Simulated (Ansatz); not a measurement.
The parent structure is ZnTe in the zinc blende structure (space group F-43m, No. 216; a = 6.113 Å). Axes: x, y, z lie along the cube axes.

The values are results of plane-wave PAW DFT at the r2SCAN level (Ansatz, an electronic-structure program, 500 eV), scalar-relativistic without spin-orbit coupling, not measurements.

Base values:

```
Quantity                            Result
---------------------  -------------------
Valence-band top at Γ  0.00, 0.00, 0.00 eV
Pressure                          0.1 kbar
```

Modification: compressive biaxial strain of 4.32 % in the plane normal to [111], as in epitaxy on a mismatched substrate; the out-of-plane cell vector and the atoms relax.

Q: What happens to the valence-band top at Γ, pressure and ratio −ε⊥/ε∥?

A: The valence-band top at Γ (three highest levels, from the VBM) becomes 0.00, 0.00, -0.61 eV (base: 0.00, 0.00, 0.00 eV); the pressure (mean of the normal stresses, compression positive) increases by 35.2 kbar to 35.3 kbar; the ratio −ε⊥/ε∥ comes out as 0.61.

With Te present, leaving out spin-orbit coupling can change the band edges. The levels and masses belong to the bands next to the band gap. Whether these cells are dynamically stable was not tested.
